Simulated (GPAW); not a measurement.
Runs of GPAW 26.7.0 on FeO (Wuestite). The structure is cubic, space group Fm-3m (No. 225). Conventional cell: a = 4.311 Å, b = 4.311 Å, c = 4.311 Å, α = 90.00°, β = 90.00°, γ = 90.00°. Around Fe (site symmetry m-3m) lie 6 O at 2.16 Å. O (site symmetry m-3m) has 6 Fe at 2.16 Å as nearest neighbours. 

```tsv
task	level	potentials or basis	U	cell	k mesh	cutoff (eV)	maxiter	band path	band points	lines	response ecut	gap on the mesh (eV)	pressure (GPa)	moment (μB)
band structure	PBEsol+U	PAW data sets generated in the run's folder for this functional, pw	Fe d U = 4 eV	Fm-3m, 10.01 Å³/atom	11 × 11 × 11	800	150	GXWKGLUWLK,UX	100	-	-	-	(b)	4.02
magnons	LDA	the program's PAW data sets (release 1.2.1) made for this functional, pw	-	Fm-3m, 9.61 Å³/atom	9 × 9 × 9	600	150	-	-	2	150 eV	none	-	3.97
band structure	PBEsol+U	PAW data sets generated in the run's folder for this functional, pw	Fe d U = 8 eV	Fm-3m, 10.01 Å³/atom	11 × 11 × 11	800	150	GXWKGLUWLK,UX	100	-	-	-	(a)	4.04
single point	LDA	the program's PAW data sets (release 1.2.1) made for this functional, pw	-	Fm-3m, 10.01 Å³/atom	9 × 9 × 9	600	120	-	-	-	-	none	-19.8	4.00
band structure	PBEsol	PAW data sets generated in the run's folder for this functional, pw	-	Fm-3m, 10.01 Å³/atom	11 × 11 × 11	800	150	GXWKGLUWLK,UX	100	-	-	-	-7.0	4.00
magnons	LDA	the program's PAW data sets (release 1.2.1) made for this functional, pw	-	Fm-3m, 9.41 Å³/atom	9 × 9 × 9	600	150	-	-	2	150 eV	none	-	3.91
band structure	PBEsol+U	PAW data sets generated in the run's folder for this functional, pw	Fe d U = 2 eV	Fm-3m, 10.01 Å³/atom	11 × 11 × 11	800	150	GXWKGLUWLK,UX	100	-	-	-	-6.4	4.00
band structure	PBEsol+U	PAW data sets generated in the run's folder for this functional, pw	Fe d U = 3 eV	Fm-3m, 10.01 Å³/atom	11 × 11 × 11	800	150	GXWKGLUWLK,UX	100	-	-	-	-5.8	4.01
```

Alike in all rows: spin collinear, ferromagnetic start; smearing fermi-dirac 0.05 eV.

Question: Estimate the missing entries.

Answer: (a) -2.4; (b) -5.3.

Caveats: a cell with one magnetic atom can't hold antiferromagnetic order, which such compounds often take; semilocal functionals often make such compounds metallic where correlation or magnetic order opens a gap, which also shifts bond lengths (some runs); the number of bands moves the energies at small q by some ten meV (some runs); the exchange constants hang on this mesh and on the site radius (some runs); magnon energies are noisy on this mesh (some runs); the cutoff is short for stress and forces, so pressures can be off by a GPa or more (some runs); so large a pressure means that the cell lies far from this level's equilibrium, or that cutoff or potentials fall short (some runs).

A gap of «none» marks a metal or a gap under the smearing width.

Runs at the PBE level aren't shown here.
